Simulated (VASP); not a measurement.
A run of VASP 6.6.1:

File INCAR:

```
SYSTEM = InP
PREC     = Accurate       ! precision mode
ENCUT    = 580            ! plane-wave cutoff, eV
EDIFF    = 1E-7           ! SCF threshold, eV
ISMEAR   = -1             ! smearing method
SIGMA    = 0.05           ! smearing width, eV
LREAL    = .False.        ! projectors in reciprocal space
LASPH    = .True.         ! aspherical terms in the spheres
NELM     = 60             ! most SCF steps
ALGO     = Normal         ! electronic algorithm
ISIF     = 3              ! what is computed and relaxed
LWAVE    = .False.        ! write WAVECAR
LCHARG   = .False.        ! write CHGCAR
GGA      = PE             ! functional
IBRION   = 2              ! ionic algorithm
NSW      = 60             ! ionic steps
EDIFFG   = -0.01          ! ionic threshold
```

KPOINTS

```
regular mesh
0
Gamma
  8 8 8
  0 0 0
```

The input POSCAR:

```
InP
1.0
    0.0000000000      2.9305000000      2.9305000000
    2.9305000000      0.0000000000      2.9305000000
    2.9305000000      2.9305000000      0.0000000000
In P
1 1
Direct
    0.0000000000      0.0000000000      0.0000000000
    0.7500000000      0.7500000000      0.7500000000
```

Potentials or basis: VASP PAW PBE potentials, release 64 (In, P).

Run with:

```sh
$ cat potpaw_PBE.64/In/POTCAR potpaw_PBE.64/P/POTCAR > POTCAR
$ mpirun -np 1 vasp_std > vasp.out
```

Hardware: 1 thread of Intel(R) Xeon(R) 6975P-C (Granite Rapids) (shared host).

**Question.** Estimate the wall time of this run.

**Answer.** It took 21 s on 1 thread of Intel(R) Xeon(R) 6975P-C (Granite Rapids), with other jobs on the host, peak memory 0.22 GiB. Counts: scf iterations 33, k points 29, ion steps 3.
